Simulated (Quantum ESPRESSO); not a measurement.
Crystal: CdS (Greenockite).

```xyz
4
Lattice="4.1500 0.0000 0.0000 -2.0750 3.5940 0.0000 0.0000 0.0000 6.7370" Properties=species:S:1:pos:R:3 pbc="T T T"
Cd    2.0820    1.1837    3.3632
Cd    0.0145    2.4298    0.0225
S     2.0702    1.1994    5.8987
S     0.0064    2.4037    2.5327
```

The cell isn't the ideal one: atoms moved at random, drawn with an rms of 0.02 Å.

| Item | Value |
| --- | --- |
| Program | Quantum ESPRESSO 7.5 |
| Task | Berry-phase polarisation |
| Functional | AM05 |
| Potentials or basis | SSSP 1.3 efficiency PBE |
| Cutoff | 816 eV |
| Density cutoff | 6531 eV |
| k mesh | 5 × 5 × 3 |
| Occupations | fermi-dirac, width 0.05 eV |
| Spin | no spin polarisation |
| Mixing beta | 0.5 |
| Most SCF iterations | 120 |
| SCF threshold | 8e-10 Ry |
| k points per string | 10 × 10 × 8 |

The first run showed a gap, so the response started from a second, tighter run with fixed occupations.

Q: What formal polarisation does the Berry-phase calculation give along the three lattice vectors?

A: 0.009, 0.004, 0.538 C/m², each defined up to a quantum of 1.323, 1.323, 2.148 C/m², that is 0.007, 0.003, 0.251 of the quanta. A formal value alone isn't measurable: only its change along an insulating path is.

Berry phases in units of 2π:
```csv
direction,ionic,electronic,their sum is defined modulo
a1,0.105,-0.091,2
a2,0.080,-0.074,2
a3,-0.460,0.961,2
```
